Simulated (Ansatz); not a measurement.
A 2-atom cell of BaS (Fm-3m) from a materials database, relaxed with r2SCAN: the symmetry is Fm-3m (No. 225, cubic); conventional cell a = 6.424 Å, 33.14 Å³ an atom. Ba is surrounded by 6 S at 3.21 Å; S is surrounded by 6 Ba at 3.21 Å. One-shot G0W0@PBE in the PAW code Ansatz on a 6×6×6 mesh (contour deformation, no spin-orbit coupling), from a PBE gap of 2.230 eV over the mesh points (the G0W0 gap is indirect on the mesh); the number N of bands summed and the screening cutoff rise together. No spin polarisation and no zero-point or thermal motion.

```csv
N,cutoff (eV),1000/N,G0W0 gap (eV)
205,120,4.878,3.435
499,220,2.004,3.547
```

Lay a straight line in 1000/N through these rows.
The slope is -0.0390 eV per unit of 1000/N and the intercept 3.625 eV.

Predict the gap at N = 910 (300 eV).
3.625 + (-0.0390) × 1.099 = 3.582 eV; the run gives 3.579 eV, -0.003 eV from the line.

With that run's result added, what limit do the last two rows suggest?
Their slope is (3.579 − 3.547)/(1.099 − 2.004) = -0.0354, which meets 1/N = 0 at 3.62 eV, against 3.625 eV from the first line. The two lines nearly agree; the k mesh isn't extrapolated.

The runs are scalar-relativistic, without spin-orbit coupling.
